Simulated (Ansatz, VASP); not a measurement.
## One calculation of AlN, two programs

```
Al N
1.0
     3.13020    0.00000    0.00000
    -1.56510    2.71084    0.00000
     0.00000    0.00000    5.01802
Al N
2 2
Direct
  0.66667 0.33333 0.49923
  0.33333 0.66667 0.99923
  0.66667 0.33333 0.88077
  0.33333 0.66667 0.38077
```

Alike in both runs: functional PBE; k mesh 9 × 9 × 4; occupations gaussian, width 0.02 eV; no spin polarisation.

Ansatz relaxed the structure, and its values are those at the end. VASP's run is a single point on that final structure, the one shown.

|  | VASP | Ansatz |
| --- | --- | --- |
| version | VASP 6.6.1 | Ansatz 0.2.0 |
| potentials or method | VASP PAW PBE potentials, release 64 (Al, N) | scalar-relativistic, plane waves, PAW |
| plane-wave cutoff (eV) | 520 | 420 |
| valence electrons in the cell | 16 | 16 |

|  | VASP | Ansatz | Ansatz less VASP |
| --- | --- | --- | --- |
| gap on the k mesh at the Fermi level (eV) | 4.04 | 4.03 | -0.010 |
| least direct gap on the mesh (eV) | 4.04 | 4.03 | -0.010 |
| pressure (GPa) | -0.3 | 0.0 | +0.26 |

As with any semilocal functional, this PBE gap is likely too small.
